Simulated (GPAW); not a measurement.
# Ca (Cmcm) in GPAW: convergence with smearing width (eV)

Aim: find how far smearing width (eV) must go before the results for Ca settle, at PBE. This setting moves, with any that are tied to it; all else stays.

Program: GPAW 26.7.0. These are calculated values, not measurements. Logs are shortened: lines on timing, memory, paths and dates and some standing lists are left out, and cuts for length are marked. The log counts tension as positive stress, the text compression.

## 1. The crystal as given

The structure is orthorhombic, space group Cmcm (No. 63). Conventional cell: a = 3.943 Å, b = 6.791 Å, c = 6.509 Å, α = 90.00°, β = 90.00°, γ = 90.00°. Ca (site symmetry m2m) is surrounded by 12 Ca at 3.93 to 3.98 Å.

This isn't the form of Ca at room conditions, which is fcc.

## 2. With smearing width (eV) 0.5

The input, run.py:

```python
from ase.dft.bandgap import bandgap
from ase.io import read, write
from ase.units import GPa
from gpaw import GPAW, PW

atoms = read('Ca.xyz')

calc = GPAW(mode=PW(600),
            xc='PBE',
            kpts={'size': (6, 6, 3), 'gamma': True},
            occupations={'name': 'methfessel-paxton', 'order': 0, 'width': 0.5},
            nbands=19,
            convergence={'density': 1e-05, 'energy': 1e-05},
            maxiter=100,
            txt='gpaw.txt')
atoms.calc = calc
energy = atoms.get_potential_energy()
forces = atoms.get_forces()
stress = atoms.get_stress()
calc.write('gs.gpw')
write('result.traj', atoms)
print(f'Energy: {energy:.6f} eV')
print('Forces (eV/A):')
print(forces.round(4))
print('Stress (GPa):', (stress / GPa).round(3))
print('Fermi level:', round(calc.get_fermi_level(), 4), 'eV')
print(f'Gap: {bandgap(calc)[0]:.4f} eV, direct: {bandgap(calc, direct=True)[0]:.4f} eV')
```

The input, Ca.xyz:

```xyz
2
Lattice="1.9712759950 -3.3954901800 0.0000000000 1.9712759950 3.3954901800 0.0000000000 0.0000000000 0.0000000000 6.5091117400" Properties=species:S:1:pos:R:3 pbc="T T T"
Ca     1.9712759950      2.2789620097      4.8818338050
Ca     1.9712759950     -2.2789620097      1.6272779350
```

Potentials or basis: GPAW PAW data sets (gpaw-data 1.2.1), pw.

Command:

```bash
OMP_NUM_THREADS=1 python run.py
```

gpaw.txt:

```text
__  _  _
 | _ |_)|_||  |
 |__||  | ||/\| - 26.7.0

Input parameters:
  mode=PW(ecut=600.0),
  convergence={'density': 1e-05, 'energy': 1e-05},
  kpts=MonkhorstPack(size=(6, 6, 3), gamma=True),
  maxiter=100,
  nbands=19,
  occupations=Occupations(name='methfessel-paxton', order=0, width=0.5),
  xc=XC(name='PBE')

Diagonalizing LCAO Hamiltonian
Converting LCAO to pw mode

          Ca

       Ca

Atoms  # Å, Bohr magnetons
|   | symbol |        x |         y |        z |    initial magnetic moments |
|---|--------|----------|-----------|----------|-----------------------------|
| 0 |     Ca | 1.971276 |  2.278962 | 4.881834 | ( 0.0000,  0.0000,  0.0000) |
| 1 |     Ca | 1.971276 | -2.278962 | 1.627278 | ( 0.0000,  0.0000,  0.0000) |

Unit cell  # Å
| periodic |        x |         y |        z |  lengths |     angles |
|----------|----------|-----------|----------|----------|------------|
|      yes | 1.971276 | -3.395490 | 0.000000 | 3.926230 |  90.000000 |
|      yes | 1.971276 |  3.395490 | 0.000000 | 3.926230 |  90.000000 |
|      yes | 0.000000 |  0.000000 | 6.509112 | 6.509112 | 119.724774 |

Number of symmetries: 4
Symmetry operations  # r_c * U_cc + t_c -> r_c
|   | kind |            matrix            |
|---|------|------------------------------|
| 0 |  E   |  1, 0, 0,  0, 1, 0,  0, 0, 1 |
| 1 |  C2  |  0, 1, 0,  1, 0, 0,  0, 0,-1 |
| 2 |  σ   |  0,-1, 0, -1, 0, 0,  0, 0, 1 |
| 3 |  i   | -1, 0, 0,  0,-1, 0,  0, 0,-1 |

BZ-sampling:
  Number of BZ points: 108
  Number of IBZ points: 34

  Monkhorst-Pack size: [6, 6, 3]
  Monkhorst-Pack shift: [0.08333333333333333, 0.08333333333333333, 0.0]

K-points  # in reciprocal-cell coordinates
|     |                                coordinates |     weight |
|-----|--------------------------------------------|------------|
|   0 | (  0.00000000,   0.00000000,   0.00000000) | 0.00925926 |
|   1 | (  0.00000000,   0.00000000,   0.33333333) | 0.01851852 |
|   2 | (  0.16666667,  -0.16666667,  -0.33333333) | 0.01851852 |
|   3 | (  0.16666667,  -0.16666667,   0.00000000) | 0.01851852 |
|   4 | (  0.16666667,  -0.16666667,   0.33333333) | 0.01851852 |
|   5 | (  0.16666667,   0.00000000,  -0.33333333) | 0.03703704 |
|   6 | (  0.16666667,   0.00000000,   0.00000000) | 0.03703704 |
|   7 | (  0.16666667,   0.00000000,   0.33333333) | 0.03703704 |
|   8 | (  0.16666667,   0.16666667,   0.00000000) | 0.01851852 |
|   9 | (  0.16666667,   0.16666667,   0.33333333) | 0.03703704 |
| ... |                                            |            |
|  33 | (  0.50000000,   0.50000000,   0.33333333) | 0.01851852 |

Plane wave coefficients: 2922
Cutoff: 600.0 eV

Spin-components: 1 (collinear spins)
Bands:           19
Projectors:      10
Spin-degeneracy: 2
Datatype:        complex128

Parallelization:
  kpt:    1
  domain: 1
  band:   1

Density:
  Valence electrons: 20.0
  Components: 1
  Grid points: [24 24 40]
  Charge: 0.0  # |e|

Potential:
  Grid points: [24 24 40]

species:
  Ca:
    name:    Calcium
    Z:       20.0
    valence: 10
    core:    10
    charge:  0.0  # [|e|]
    compensation charges:
      type: gauss
      rc: 0.37  # [Å]
      lmax: 2
    cutoffs:
      filter: 2.10  # [Å]
      core: 1.17  # [Å]
    projectors
    | kind |    occ | energy [eV] | rcut [Å] |
    |------|--------|-------------|----------|
    |   3s |  2.000 |     -47.086 |    1.175 |
    |   4s |  2.000 |      -3.766 |    1.175 |
    |   3p |  6.000 |     -28.008 |    1.154 |
    |    p |        |      -0.797 |    1.154 |
    |    d |        |       0.000 |    0.937 |

    Using partial waves for Ca as LCAO basis

Reference energy: -37021.738464  # eV

eigensolver:
  PPCG
  Converge bands: occupied
  niter=2

density mixing:
  MSR1-Mixer
  Pratt-step length: 0.05
  Maximum mixing coefficient: 0.75
  Old densities: 10
  SVD Regularization: 0.005
  Good broyden scale: 1.0
  Trust region scale: 1.0
  Backstep threshold: 4.0
  History deletion threshold: 6.0
  Fourier metric: weight=20.0, sigma=0.015

occupation numbers:
  Methfessel-Paxton:
    width: 0.5000  # eV
    order: 0

poisson solver:
  ecut: 4800.0  # eV

xc functional:
  name: PBE with 2 nearest neighbor stencil

convergence criteria:
- Maximum integral of absolute [dens]ity change: 1e-05 electrons / valence electron
- Maximum [total energy] change in last 3 cyles: 1e-05 eV / valence electron
- Maximum integral of absolute [eigenst]ate change: 4e-08 eV^2 / valence electron
maximum number of iterations: 100

SCF iterations
|iter     | |      energy | eigst |  dens |
|---------|-|-------------|-------|-------|
|iter:   1| |   -3.700781 | +0.31 |       |
|iter:   2| |   -4.023072 | -0.97 | -1.61 |
|iter:   3| |   -4.053621 | -1.67 | -1.64 |
|iter:   4| |   -4.053204 | -2.79 | -1.83 |
|iter:   5| |   -4.053578 | -3.60 | -2.23 |
|iter:   6| |   -4.053932 | -4.14 | -2.47 |
|iter:   7| |   -4.053926 | -5.19 | -2.96 |
|iter:   8| |   -4.053899c| -6.44 | -3.12 |
|iter:   9| |   -4.053857c| -6.24 | -3.22 |
|iter:  10| |   -4.053830c| -6.71 | -3.56 |
|iter:  11| |   -4.053818c| -7.42c| -4.04 |
|iter:  12| |   -4.053817c| -7.91c| -5.03c|

Converged in 12 steps
Energy contributions relative to reference atoms: (reference = -37021.738464)

Energy contributions:
  Kinetic:          -0.507167
  Coulomb:           4.780643
  Zero:             -0.918700
  External:          0.000000
  Xc:               -7.237314
  Entropy:          -0.342555
  Spinorbit:         0.000000
  ----------------------------
  Free energy:      -4.225094
  Extrapolated:     -4.053817

dipole moment: (0.000001, 0.000000, 0.000001)  # |e|*Ang

Fermi level: 3.137
Eigenvalues  # (at kpt = [0.000, 0.000, 0.000])
| band index |      eig [eV] | occ [0-2] |
|------------|---------------|-----------|
|          0 |       -38.883 |     2.000 |
|        ... |               |           |
|          3 |       -19.849 |     2.000 |
|          4 |       -19.848 |     2.000 |
|          5 |       -19.833 |     2.000 |
|          6 |       -19.832 |     2.000 |
|          7 |       -19.828 |     2.000 |
|          8 |        -0.811 |     2.000 |
[... 8 lines left out ...]
|         17 |         6.166 |     0.000 |
|         18 |         6.961 |     0.000 |

No gap
No difference between direct/indirect transitions

Forces  # eV/Ang
|       x |        y |        z |
|---------|----------|----------|
| 0.00000 | -0.01739 |  0.00001 |  # Ca   0
| 0.00000 |  0.01739 | -0.00001 |  # Ca   1

Stress tensor  # eV/Ang^3
|        x |         y |         z |
|----------|-----------|-----------|
| 0.002352 |  0.000000 |  0.000000 |
| 0.000000 |  0.000919 | -0.000000 |
| 0.000000 | -0.000000 |  0.003599 |

# Writing to gs.gpw (mode='')
```

Run time: 34 s. Hardware: 1 thread of Arm Neoverse V2, shared host; peak memory 0.19 GiB.

Results:

```yaml
Free_energy: -4.2251 eV
Pressure: -0.4 GPa
Largest_force: 0.017 eV/Å
Band_gap_on_the_k_mesh: none (metal or under the smearing width)
```

## 3. With smearing width (eV) 0.3

run.py, as its differences from that of step 2:

```diff
@@ -10,3 +10,3 @@
             kpts={'size': (6, 6, 3), 'gamma': True},
-            occupations={'name': 'methfessel-paxton', 'order': 0, 'width': 0.5},
+            occupations={'name': 'methfessel-paxton', 'order': 0, 'width': 0.3},
             nbands=19,
```

Ca.xyz is that of step 2.

Potentials or basis: GPAW PAW data sets (gpaw-data 1.2.1), pw.

Command:

```bash
OMP_NUM_THREADS=1 python run.py
```

Run time: 31 s. Hardware: 1 thread of Arm Neoverse V2, shared host; peak memory 0.19 GiB.

Results:

* Free energy: -4.1106 eV
* Pressure: -0.4 GPa
* Largest force: 0.017 eV/Å
* Band gap on the k mesh: none (metal or under the smearing width)

## 4. With smearing width (eV) 0.2

run.py, as its differences from that of step 3:

```diff
@@ -10,3 +10,3 @@
             kpts={'size': (6, 6, 3), 'gamma': True},
-            occupations={'name': 'methfessel-paxton', 'order': 0, 'width': 0.3},
+            occupations={'name': 'methfessel-paxton', 'order': 0, 'width': 0.2},
             nbands=19,
```

Ca.xyz is that of step 3.

Command:

```bash
OMP_NUM_THREADS=1 python run.py
```

Wall time 33 s (1 thread of Arm Neoverse V2, shared host); peak memory 0.19 GiB.

Results (log left out):

| Property | Result |
| --- | --- |
| Free energy | -4.0721 eV |
| Pressure | -0.4 GPa |
| Largest force | 0.016 eV/Å |
| Band gap on the k mesh | none (metal or under the smearing width) |

## 5. With smearing width (eV) 0.15

run.py, as its differences from that of step 4:

```diff
@@ -10,3 +10,3 @@
             kpts={'size': (6, 6, 3), 'gamma': True},
-            occupations={'name': 'methfessel-paxton', 'order': 0, 'width': 0.2},
+            occupations={'name': 'methfessel-paxton', 'order': 0, 'width': 0.15},
             nbands=19,
```

Ca.xyz is that of step 4.

Command:

```bash
OMP_NUM_THREADS=1 python run.py
```

Wall time 33 s (1 thread of Arm Neoverse V2, shared host); peak memory 0.19 GiB.

The run converged. Its results:

```yaml
Free_energy: -4.0577 eV
Pressure: -0.4 GPa
Largest_force: 0.016 eV/Å
Band_gap_on_the_k_mesh: none (metal or under the smearing width)
```

## 6. With smearing width (eV) 0.1

run.py, as its differences from that of step 5:

```diff
@@ -10,3 +10,3 @@
             kpts={'size': (6, 6, 3), 'gamma': True},
-            occupations={'name': 'methfessel-paxton', 'order': 0, 'width': 0.15},
+            occupations={'name': 'methfessel-paxton', 'order': 0, 'width': 0.1},
             nbands=19,
```

Ca.xyz is that of step 5.

Potentials or basis: GPAW PAW data sets (gpaw-data 1.2.1), pw.

Command:

```bash
OMP_NUM_THREADS=1 python run.py
```

It took 32 s on 1 thread of Arm Neoverse V2, shared host; peak memory 0.19 GiB.

It converged, with:

- Free energy: -4.0461 eV
- Pressure: -0.4 GPa
- Largest force: 0.016 eV/Å
- Band gap on the k mesh: none (metal or under the smearing width)

## 7. With smearing width (eV) 0.05

run.py, as its differences from that of step 6:

```diff
@@ -10,3 +10,3 @@
             kpts={'size': (6, 6, 3), 'gamma': True},
-            occupations={'name': 'methfessel-paxton', 'order': 0, 'width': 0.1},
+            occupations={'name': 'methfessel-paxton', 'order': 0, 'width': 0.05},
             nbands=19,
```

Ca.xyz is that of step 6.

Command:

```bash
OMP_NUM_THREADS=1 python run.py
```

Run time: 33 s. Hardware: 1 thread of Arm Neoverse V2, shared host; peak memory 0.19 GiB.

Results (log left out):

| Item | Value |
| --- | --- |
| Free energy | -4.0372 eV |
| Pressure | -0.4 GPa |
| Largest force | 0.016 eV/Å |
| Band gap on the k mesh | none (metal or under the smearing width) |

## 8. With smearing width (eV) 0.025

run.py, as its differences from that of step 7:

```diff
@@ -10,3 +10,3 @@
             kpts={'size': (6, 6, 3), 'gamma': True},
-            occupations={'name': 'methfessel-paxton', 'order': 0, 'width': 0.05},
+            occupations={'name': 'methfessel-paxton', 'order': 0, 'width': 0.025},
             nbands=19,
```

Ca.xyz is that of step 7.

Command:

```bash
OMP_NUM_THREADS=1 python run.py
```

Wall time 34 s (1 thread of Arm Neoverse V2, shared host); peak memory 0.19 GiB.

The run converged. Its results:

```
Free energy            : -4.0343 eV
Pressure               : -0.4 GPa
Largest force          : 0.016 eV/Å
Band gap on the k mesh : none (metal or under the smearing width)
```

## 9. With smearing width (eV) 0.01

run.py, as its differences from that of step 8:

```diff
@@ -10,3 +10,3 @@
             kpts={'size': (6, 6, 3), 'gamma': True},
-            occupations={'name': 'methfessel-paxton', 'order': 0, 'width': 0.025},
+            occupations={'name': 'methfessel-paxton', 'order': 0, 'width': 0.01},
             nbands=19,
```

Ca.xyz is that of step 8.

Potentials or basis: GPAW PAW data sets (gpaw-data 1.2.1), pw.

Command:

```bash
OMP_NUM_THREADS=1 python run.py
```

Wall time 34 s (1 thread of Arm Neoverse V2, shared host); peak memory 0.19 GiB.

Results (log left out):

| Property | Result |
| --- | --- |
| Free energy | -4.0331 eV |
| Pressure | -0.4 GPa |
| Largest force | 0.015 eV/Å |
| Band gap on the k mesh | none (metal or under the smearing width) |

## 10. The series at a glance

```csv
smearing width (eV),"energy less the tightest run, at zero smearing (meV/atom)",pressure (GPa),largest force (eV/Å),SCF cycles,CPU time (s),peak memory (GiB)
0.5,-10.49,-0.37,0.017,12,34,0.19
0.3,-5.04,-0.39,0.017,12,31,0.19
0.2,-3.70,-0.39,0.016,13,33,0.19
0.15,-2.78,-0.40,0.016,13,33,0.19
0.1,-1.43,-0.41,0.016,13,32,0.19
0.05,-0.42,-0.42,0.016,13,33,0.19
0.025,-0.14,-0.43,0.016,13,34,0.19
0.01,0.00,-0.43,0.015,13,34,0.19
```

Against the tightest run, the energy stays within 1 meV/atom from 0.05 on; the pressure stays within 0.1 GPa from 0.5 on; the largest force stays within 0.005 eV/Å from 0.5 on. Narrower smearing needs a denser k mesh, so at a fixed mesh the narrowest width isn't the most accurate. The tightest run that finished is the yardstick and may itself not be fully converged.
